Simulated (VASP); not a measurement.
A run of VASP 6.6.1:

File POSCAR:

```
GaAs
1.0
    0.0000000000      2.6645247173      2.6645247173
    2.6645247173      0.0000000000      2.6645247173
    2.6645247173      2.6645247173      0.0000000000
Ga As
1 1
Direct
    0.0000000000      0.0000000000      0.0000000000
    0.5000000000      0.5000000000      0.5000000000
```

Contents of INCAR.step1:

```
SYSTEM = GaAs
PREC     = Accurate       ! precision mode
ENCUT    = 520            ! plane-wave cutoff, eV
ISMEAR   = -1             ! smearing method
SIGMA    = 0.02           ! smearing width, eV
LREAL    = .FALSE.        ! projectors in reciprocal space
LASPH    = .TRUE.         ! aspherical terms in the spheres
NELM     = 100            ! most SCF steps
NBANDS   = 16             ! bands
GGA      = PE             ! functional
ALGO     = Normal         ! electronic algorithm
EDIFF    = 1E-4           ! SCF threshold, eV
LWAVE    = .TRUE.         ! write WAVECAR
LCHARG   = .FALSE.        ! write CHGCAR
```

INCAR.step2

```
SYSTEM = GaAs
PREC     = Accurate       ! precision mode
ENCUT    = 520            ! plane-wave cutoff, eV
EDIFF    = 1E-7           ! SCF threshold, eV
ISMEAR   = -1             ! smearing method
SIGMA    = 0.02           ! smearing width, eV
LREAL    = .FALSE.        ! projectors in reciprocal space
LASPH    = .TRUE.         ! aspherical terms in the spheres
NELM     = 100            ! most SCF steps
ALGO     = Normal         ! electronic algorithm
ISIF     = 2              ! what is computed and relaxed
LWAVE    = .FALSE.        ! write WAVECAR
LCHARG   = .FALSE.        ! write CHGCAR
METAGGA  = R2SCAN         ! meta-GGA
LMIXTAU  = .TRUE.       
NBANDS   = 16             ! bands
ISTART   = 1
```

File KPOINTS:

```
regular mesh
0
G
  6 6 6
  0 0 0
```

Potentials or basis: VASP PAW PBE potentials, release 64 (Ga_d, As).

The run is started by

```sh
$ cat potpaw_PBE.64/Ga_d/POTCAR potpaw_PBE.64/As/POTCAR > POTCAR
$ cp INCAR.step1 INCAR
$ mpirun -np 1 vasp_std > vasp.out
$ cp INCAR.step2 INCAR
$ mpirun -np 1 vasp_std > vasp.out
```

Hardware: 1 thread of Intel(R) Xeon(R) Platinum 8488C (Sapphire Rapids) (shared host).

Problem. How long does it take, and how much memory?

Solution. Wall time 33 s on 1 thread of Intel(R) Xeon(R) Platinum 8488C (Sapphire Rapids), on a shared host, peak memory 0.17 GiB. Counts: scf iterations 13, k points 16.
